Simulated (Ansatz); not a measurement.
# InSe (P6_3/mmc) in Ansatz: relaxation of cell and atoms with r2SCAN

Aim: the relaxation of cell and atoms of InSe with r2SCAN.

All numbers are computed with Ansatz 0.2.0; they aren't measurements. Logs are shortened: lines on timing, memory, paths and dates and some standing lists are left out, and cuts for length are marked.

### Step 1. The structure

Symmetry: P6_3/mmc, No. 194, hexagonal system. The conventional cell has a = 4.050 Å, b = 4.050 Å, c = 16.930 Å, α = 90.00°, β = 90.00°, γ = 120.00°. In (site symmetry 3m) is surrounded by 3 Se at 2.52 Å. Se (site symmetry 3m) has 3 In at 2.52 Å as nearest neighbours.

### Step 2. Relaxation of cell and atoms, r2SCAN

Contents of input.yaml:

```yaml
crystal:
  lattice:
    - [4.05, 0.0, 0.0]
    - [-2.025, 3.5074028853, 0.0]
    - [0.0, 0.0, 16.93]
  atoms:
    - { symbol: In, position: [0.6666666667, 0.3333333333, 0.843] }
    - { symbol: In, position: [0.3333333333, 0.6666666667, 0.343] }
    - { symbol: In, position: [0.6666666667, 0.3333333333, 0.657] }
    - { symbol: In, position: [0.3333333333, 0.6666666667, 0.157] }
    - { symbol: Se, position: [0.6666666667, 0.3333333333, 0.398] }
    - { symbol: Se, position: [0.3333333333, 0.6666666667, 0.898] }
    - { symbol: Se, position: [0.6666666667, 0.3333333333, 0.102] }
    - { symbol: Se, position: [0.3333333333, 0.6666666667, 0.602] }
hamiltonian:
  xc: r2scan
  pseudopotentials: { kind: paw }
kpoints:
  mp_grid: { grid: [8, 8, 2] }
scf:
  occupations: { method: fermi_dirac, width: 0.05 }
output:
  forces: true
  stress: true
  eigenvalues: true
relax:
  f_tol: 0.01
  max_steps: 40
  cell: { stress_tol: 0.05 }
```

Potentials or basis: Ansatz PAW.

On the command line:

```
$ ansatz run input.yaml --threads 4 --pin off --max-ram 11264MiB --backend cpu --events-out ev --progress --plain --runs-dir out
```

Log:

```text
Warning: RAYON_NUM_THREADS=4 ignored (pool sized by the plan → 4); use --threads N
Engine: ansatz 0.2.0, x86_64-unknown-linux-gnu
Pseudopotentials: kind: paw
Pseudopotential: In, paw, valence charge 13, recommended cutoff 500 eV (meta_gga), In.paw.azcp
Pseudopotential: Se, paw, valence charge 16, recommended cutoff 500 eV (meta_gga), Se.paw.azcp
Functional definition: r2SCAN
  parameter k0 = 0.174
  parameter k1 = 0.065
  parameter a1 = 4.9479
  exchange = r2scan_x(k0 = k0, k1 = k1, a1 = a1)
  correlation = r2scan_c
Crystal: 8 atoms, lattice volume = 240.490 Å³
Basis set: ecut = 500 eV, 6163 PW (Γ), exchange–correlation on 120×120×500 points (64 copies of the dense FFT grid, shifted against one another)
Bands: 70, of which v1, the nominal top of the filled ones, is band 58 counted from 1 (57 counted from 0)
Symmetry: 24 space group operations
Space group: P63/mmc (ITA 194), of the structure as read, at distance tolerance 6.2e-5 Å
k-points: 20 of 128
Non-local potential: In, projectors of the file, l = 0: 2, l = 1: 2, l = 2: 2, l = 3: 2
Non-local potential: Se, projectors of the file, l = 0: 2, l = 1: 2, l = 2: 3, l = 3: 1
PAW form: soft (Blöchl's): semilocal exchange-correlation on the pseudo side does not see the compensation charge
[... 117 lines left out ...]
  E_core_change = -3.196898  (= ΣΔE_core)
  E_smearing   = -0.000002  (= −TS)
  E_closure    = 0.000000  (closes the sum)
  Σ components = -44365.234269   (vs F -44365.234269, Δ=0.00e0)
--- Forces (eV/Å), atoms counted from 1 ---
  atom   1  In     0.00000000     0.00000000    -0.00092441
  atom   2  In    -0.00000000    -0.00000000    -0.00092441
  atom   3  In    -0.00000000     0.00000000     0.00092441
  atom   4  In     0.00000000     0.00000000     0.00092441
  atom   5  Se     0.00000000     0.00000000     0.00188693
  atom   6  Se     0.00000000    -0.00000000     0.00188693
  atom   7  Se     0.00000000     0.00000000    -0.00188693
  atom   8  Se     0.00000000    -0.00000000    -0.00188693
  max |Σ_I F_I| component: 9.25e-18 eV/Å
--- Stress (GPa, compression-positive) ---
       -0.002449       0.000000       0.000000
        0.000000      -0.002449       0.000000
        0.000000       0.000000       0.017137
  P = ⅓ Tr σ = 0.0041 GPa (0.041 kbar)
--- Band table (eV; the first three rows and the last of 20) ---
  k-point 0: bands = ["-41.8269", "-41.8269", "-41.8269", "-41.8269", "-41.8269", "-41.8269", "-41.8269", "-41.8269", "-41.7946", "-41.7946", "-41.7946", "-41.7946", "-41.7945", "-41.7945", "-41.7945", "-41.7945", "-41.7818", "-41.7818", "-41.7818", "-41.7818", "-8.9456", "-8.9454", "-8.7543", "-8.7543", "-8.7541", "-8.7541", "-8.6689", "-8.6689", "-8.6688", "-8.6688", "-8.6535", "-8.6535", "-8.6535", "-8.6535", "-8.4662", "-8.4662", "-8.4661", "-8.4661", "-8.4575", "-8.4537", "-7.4849", "-7.3394", "-7.3324", "-7.1807", "0.0743", "0.3126", "2.2703", "2.9605", "4.9540", "4.9540", "5.0318", "5.0318", "5.0561", "5.0561", "5.0596", "5.1364", "5.1364", "6.2581", "7.2013", "8.1575", "8.8687", "8.8866", "10.9224", "10.9224", "11.0049", "11.0049", "12.2413", "12.2591", "12.2591", "12.4245"]
  k-point 1: bands = ["-41.8269", "-41.8269", "-41.8269", "-41.8269", "-41.8269", "-41.8269", "-41.8269", "-41.8269", "-41.7946", "-41.7946", "-41.7946", "-41.7946", "-41.7945", "-41.7945", "-41.7945", "-41.7945", "-41.7818", "-41.7818", "-41.7818", "-41.7818", "-8.9455", "-8.9455", "-8.7542", "-8.7542", "-8.7542", "-8.7542", "-8.6688", "-8.6688", "-8.6688", "-8.6688", "-8.6535", "-8.6535", "-8.6535", "-8.6535", "-8.4662", "-8.4662", "-8.4662", "-8.4662", "-8.4556", "-8.4556", "-7.4417", "-7.4417", "-7.2270", "-7.2270", "0.1833", "0.1833", "2.5919", "2.5919", "4.9795", "4.9795", "4.9795", "4.9795", "5.1096", "5.1096", "5.1096", "5.1096", "5.5891", "5.5891", "7.7758", "7.7758", "8.8793", "8.8793", "10.9616", "10.9616", "10.9616", "10.9616", "12.3432", "12.3432", "12.3432", "12.3432"]
  k-point 2: bands = ["-41.8269", "-41.8269", "-41.8269", "-41.8269", "-41.8268", "-41.8268", "-41.8268", "-41.8268", "-41.7946", "-41.7946", "-41.7946", "-41.7946", "-41.7945", "-41.7945", "-41.7945", "-41.7945", "-41.7818", "-41.7818", "-41.7818", "-41.7818", "-8.9476", "-8.9474", "-8.8060", "-8.8028", "-8.7515", "-8.7513", "-8.7362", "-8.7321", "-8.6580", "-8.6579", "-8.6574", "-8.6574", "-8.6462", "-8.6462", "-8.5014", "-8.4996", "-8.4676", "-8.4675", "-8.3980", "-8.3980", "-7.3197", "-7.1822", "-7.1792", "-7.0349", "0.1721", "0.3663", "2.3117", "2.7348", "4.1105", "4.2244", "4.2797", "4.5973", "4.7577", "4.8557", "4.8771", "4.9803", "5.3349", "6.1552", "8.0098", "8.6054", "9.4572", "9.5547", "10.2621", "10.4376", "11.0932", "11.1404", "11.5647", "11.8863", "12.4243", "12.6106"]
  k-point 19: bands = ["-41.8267", "-41.8267", "-41.8267", "-41.8267", "-41.8267", "-41.8267", "-41.8266", "-41.8266", "-41.7946", "-41.7946", "-41.7946", "-41.7946", "-41.7946", "-41.7946", "-41.7945", "-41.7945", "-41.7817", "-41.7817", "-41.7817", "-41.7817", "-9.0744", "-9.0744", "-8.9784", "-8.9784", "-8.8786", "-8.8786", "-8.7675", "-8.7675", "-8.6585", "-8.6585", "-8.6109", "-8.6109", "-8.6057", "-8.6057", "-8.5111", "-8.5111", "-8.4915", "-8.4915", "-8.2965", "-8.2965", "-6.1134", "-6.1134", "-6.0372", "-6.0372", "0.0498", "0.0498", "0.8710", "0.8710", "2.5105", "2.5105", "2.8970", "2.8970", "3.6517", "3.6517", "4.1830", "4.1830", "4.6882", "4.6882", "8.5203", "8.5203", "9.0393", "9.0393", "10.1384", "10.1384", "11.1992", "11.1992", "12.0939", "12.0939", "12.9954", "12.9954"]
--- Relaxed structure (6 steps of the walk, 6 accepted, 1 SCFs on fresh bases) ---
  F+E_penalty+E_count = -44365.23426943 eV   max|allowed force component| = 1.887e-3 eV/Å   (the final SCF, on the basis selected at the relaxed cell)
  cell:  # Å, volume = 246.7941 Å³
    - [4.043885625044051, -2.5085703939292076e-34, 0.0]
    - [-2.0219428125220253, 3.5021076812868612, 0.0]
    - [0.0, 0.0, 17.42634716404758]
  atoms:
    - { symbol: In, position: [0.6666666666666667, 0.33333333333333337, 0.8302802600818926] }
    - { symbol: In, position: [0.33333333333333337, 0.6666666666666667, 0.3302802600818926] }
    - { symbol: In, position: [0.6666666666666667, 0.33333333333333337, 0.6697197399181073] }
    - { symbol: In, position: [0.33333333333333337, 0.6666666666666667, 0.16971973991810738] }
    - { symbol: Se, position: [0.6666666666666667, 0.33333333333333337, 0.40247569205283334] }
    - { symbol: Se, position: [0.33333333333333337, 0.6666666666666667, 0.902475692052833] }
    - { symbol: Se, position: [0.6666666666666667, 0.33333333333333337, 0.09752430794716663] }
    - { symbol: Se, position: [0.33333333333333337, 0.6666666666666667, 0.5975243079471667] }
```

Run time: 2.2 min. Hardware: 4 threads of Intel Xeon at 2.50GHz (Skylake/Cascade Lake), shared host; peak memory 1.5 GiB.

Results:

- Free energy: -44365.2343 eV
- Relaxed volume: 30.85 Å³/atom
- Relaxed cell: a = 4.044 Å, b = 4.044 Å, c = 17.426 Å, α = 90.00°, β = 90.00°, γ = 120.00°
- Space group after relaxing (to 0.05 Å): P6_3/mmc (No. 194)
- Energy gained by relaxing: 212.5 meV/atom
- Ionic steps: 7
- Pressure after relaxing: 0.0 GPa
- Band gap on the k mesh: 0.94 eV, direct

Step by step:
```
step  energy change (eV)  largest force (eV/Å)  volume (Å³)
   1              0.0000                2.8671       240.49
   2             -1.6422                0.2161       244.34
   3             -1.6767                0.2271       242.59
   4             -1.6954                0.1418       244.64
   5             -1.6997                0.0183       246.61
   6             -1.6999                0.0019       246.79
   7             -1.7004                0.0019       246.79
```

Final structure:
```yaml
crystal:
  lattice:
    - [4.04389, 0.00000, 0.00000]
    - [-2.02194, 3.50211, 0.00000]
    - [0.00000, 0.00000, 17.42635]
  atoms:
    - { symbol: In, position: [0.66667, 0.33333, 0.83028] }
    - { symbol: In, position: [0.33333, 0.66667, 0.33028] }
    - { symbol: In, position: [0.66667, 0.33333, 0.66972] }
    - { symbol: In, position: [0.33333, 0.66667, 0.16972] }
    - { symbol: Se, position: [0.66667, 0.33333, 0.40248] }
    - { symbol: Se, position: [0.33333, 0.66667, 0.90248] }
    - { symbol: Se, position: [0.66667, 0.33333, 0.09752] }
    - { symbol: Se, position: [0.33333, 0.66667, 0.59752] }
```

Levels at points of the mesh, in eV from the valence-band top:
| k point | band 55 | band 56 | band 57 | band 58 | band 59 | band 60 | band 61 | band 62 |
| --- | --- | --- | --- | --- | --- | --- | --- | --- |
| (0.00, 0.00, 0.00) | -1.20 | -1.12 | -1.12 | 0.00 | 0.94 | 1.90 | 2.61 | 2.63 |
| (0.00, 0.00, -0.50) | -1.15 | -1.15 | -0.67 | -0.67 | 1.52 | 1.52 | 2.62 | 2.62 |
| (0.00, -0.50, 0.00) | -2.05 | -2.05 | -1.80 | -1.36 | 1.71 | 1.74 | 2.21 | 2.33 |
| (0.00, -0.50, -0.50) | -2.10 | -2.10 | -1.58 | -1.58 | 1.91 | 1.91 | 2.05 | 2.05 |

Caveat: the plane-wave basis is chosen anew once the cell has moved, so the energies of steps on either side of that aren't comparable; spin-orbit coupling is left out, which moves the levels of the heavy elements; the PAW data sets come from PBE, with cores solved anew for the run's functional, which leaves a small shift of forces and pressure.
